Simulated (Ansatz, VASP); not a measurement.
**One calculation of Cs, two programs**

```xyz
1
Lattice="0.0000 3.8770 3.8770 3.8770 0.0000 3.8770 3.8770 3.8770 0.0000" Properties=species:S:1:pos:R:3 pbc="T T T"
Cs    0.0000    0.0000    0.0000
```

Alike in both runs: functional PBE; k mesh 9 × 9 × 9; occupations fermi-dirac, width 0.05 eV; no spin polarisation.

Ansatz relaxed the structure, and its values are those at the end. VASP's run is a single point on that final structure, the one shown.

|  | VASP | Ansatz |
| --- | --- | --- |
| version | VASP 6.6.1 | Ansatz 0.2.0 |
| potentials or method | VASP PAW PBE potentials, release 64 (Cs_sv), cutoff 520 eV | all-electron LAPW, scalar-relativistic |

|  | VASP | Ansatz | Ansatz less VASP |
| --- | --- | --- | --- |
| pressure (GPa) | 0.0 | 0.0 | +0.01 |

Ansatz ran all-electron here, so the differences hold the error of VASP's frozen core and of both bases.

Spin-orbit coupling is left out, which matters for the levels of Cs.
